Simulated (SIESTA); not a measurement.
Runs of SIESTA 5.4.2 on Mn. The cell holds a slab with vacuum, 5 atoms: a = 2.732 Å, b = 2.732 Å, c = 23.921 Å, α = 90.00°, β = 90.00°, γ = 120.00°. The slab is cut from a database's or a generator's crystal, which needn't be the stable form of the element.

| spin | gap on the mesh (eV) | moment (μB) | largest force (eV/Å) |
| --- | --- | --- | --- |
| collinear, ferromagnetic start | none | 18.23 | 0.22 |
| collinear, ferrimagnetic start | none | 4.08 | 0.62 |
| collinear, antiferromagnetic start | none | 4.08 | 0.62 |
| collinear, zero start | none | (a) | 2.27 |
| collinear, afm_larger start | none | 4.08 | 0.62 |
| collinear, fm_larger start | none | 18.23 | 0.22 |

Alike in all rows: task single point; level PBE; potentials or basis PseudoDojo 0.4 standard (PBE files), DZP (energy shift 0.003 Ry; two zetas on semicore shells); cell as given; k mesh 8 × 8 × 1; smearing fermi-dirac 0.05 eV; grid cutoff 800 Ry; energy shift 0.003 Ry.

Question: Fill in the values left out.

Answer: (a) 0.00.

Caveats: the cell was measured hot, at 1373 K; the basis of atomic orbitals isn't converged, which shifts pressures, moduli and gaps.

A gap of «none» marks a metal or a gap under the smearing width.
